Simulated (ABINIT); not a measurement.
Crystal: HfO2.

```
Hf O
1.0
     5.21946    0.00000    0.00000
     0.00000    5.00476    0.00000
     0.00000    0.00000    5.03269
Hf O
4 8
Direct
  0.96699 0.73252 0.74144
  0.53301 0.73252 0.24144
  0.46699 0.26748 0.74144
  0.03301 0.26748 0.24144
  0.63213 0.92865 0.87927
  0.86787 0.92865 0.37927
  0.23395 0.53988 0.49229
  0.26605 0.53988 0.99229
  0.76605 0.46012 0.99229
  0.73395 0.46012 0.49229
  0.13213 0.07135 0.87927
  0.36787 0.07135 0.37927
```

Measurements of this composition are mostly on another form, of space group No. 14.

- Program: ABINIT 10.8.3 (patched build)
- Task: relaxation of cell and atoms
- Functional: LDA
- Potentials or basis: JTH PAW LDA v2.0
- Cutoff: 626 eV
- k mesh: 3 × 4 × 3
- Occupations: fermi-dirac, width 0.05 eV
- Spin: no spin polarisation

At the start: pressure -7.9 GPa; volume 10.96 Å³/atom.

How do energy, volume and symmetry change on relaxing?

Over 17 steps the energy falls by 8.7 meV/atom and the volume is 10.61 Å³/atom (-3.1 %); space group Pca2_1 (No. 29, to 0.05 Å).

Step by step:
| step | energy change (eV) | largest force (eV/Å) | pressure (GPa) | volume (Å³) |
| --- | --- | --- | --- | --- |
| 1 | 0.0000 | 0.1107 | -7.90 | 131.46 |
| 2 | -0.0953 | 0.1110 | -1.58 | 128.31 |
| 3 | -0.1015 | 0.0803 | 0.09 | 127.48 |
| 4 | -0.1027 | 0.0489 | 0.26 | 127.38 |
| 5 | -0.1034 | 0.0261 | 0.10 | 127.41 |
| 6 | -0.1037 | 0.0113 | 0.03 | 127.40 |
| 7 | -0.1038 | 0.0082 | -0.04 | 127.42 |
| 8 | -0.1038 | 0.0071 | -0.03 | 127.41 |
| 9 | -0.1039 | 0.0079 | -0.01 | 127.38 |
| 10 | -0.1036 | 0.0818 | -0.09 | 127.38 |
| 11 | -0.1039 | 0.0103 | 0.01 | 127.36 |
| 12 | -0.1039 | 0.0090 | 0.01 | 127.36 |
| 13 | -0.1039 | 0.0074 | -0.01 | 127.36 |
| 14 | -0.1039 | 0.0020 | 0.03 | 127.34 |
| 15 | -0.1039 | 0.0050 | 0.00 | 127.36 |
| 16 | -0.1039 | 0.0039 | 0.00 | 127.36 |
| 17 | -0.1039 | 0.0008 | 0.00 | 127.36 |

Final structure:
```xyz
12
Lattice="5.1610 0.0000 0.0000 0.0000 4.9576 0.0000 0.0000 0.0000 4.9777" Properties=species:S:1:pos:R:3 pbc="T T T"
Hf    4.9898    3.6279    3.6985
Hf    2.7517    3.6279    1.2096
Hf    2.4093    1.3297    3.6985
Hf    0.1712    1.3297    1.2096
O     3.2576    4.5951    4.3748
O     4.4838    4.5951    1.8860
O     1.2176    2.6851    2.4446
O     1.3629    2.6851    4.9335
O     3.9434    2.2725    4.9335
O     3.7980    2.2725    2.4446
O     0.6771    0.3625    4.3748
O     1.9033    0.3625    1.8860
```

Caveat: the atomic spheres overlap.
